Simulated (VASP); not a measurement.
Set up this calculation in VASP 6.6.1, as the native input.

- Task: single point
- Functional: PBE
- Potentials or basis: VASP PAW PBE potentials, release 64 (Pb_d)
- Cutoff: 520 eV
- k mesh: 12 × 12 × 7
- Occupations: fermi-dirac, width 0.05 eV
- Spin: no spin polarisation
- Dipole correction: no
- Further INCAR settings: ALGO = Normal; EDIFF = 1e-06; NBANDS = 21

The structure of Pb lies in POSCAR:

```
Pb
1.0
    3.4800006906      0.0000000000      0.0000000000
   -1.7400003453      3.0137690032      0.0000000000
    0.0000000000      0.0000000000      5.5900000000
Pb
2
Direct
    0.3333333333      0.6666666667      0.2500000000
    0.6666666667      0.3333333333      0.7500000000
```

This isn't the form of Pb at room conditions, which is fcc.

One way to write it, as run:

INCAR

```
PREC     = Accurate       # precision mode
ENCUT    = 520            # plane-wave cutoff, eV
EDIFF    = 1E-6           # SCF threshold, eV
ISMEAR   = -1             # smearing method
SIGMA    = 0.05           # smearing width, eV
LREAL    = False          # projectors in reciprocal space
LASPH    = True           # aspherical terms in the spheres
NELM     = 80             # most SCF steps
ALGO     = Normal         # electronic algorithm
ISIF     = 2              # what is computed and relaxed
LWAVE    = False          # write WAVECAR
LCHARG   = False          # write CHGCAR
GGA      = PE             # functional
NBANDS   = 21             # bands
```

KPOINTS

```
regular mesh
0
Gamma
  12 12 7
```

Potentials or basis: VASP PAW PBE potentials, release 64 (Pb_d).

Run with:

```bash
$ cat potpaw_PBE.64/Pb_d/POTCAR > POTCAR
$ mpirun -np 1 vasp_std > vasp.out
```

Results of the run:

| Item | Value |
| --- | --- |
| Pressure | 3.9 GPa |
| Band gap on the k mesh | none (metal or under the smearing width) |

Run time: 28 s on 1 thread of AMD EPYC 9R45 96-Core Processor (Zen 5), on a shared host, peak memory 0.19 GiB.
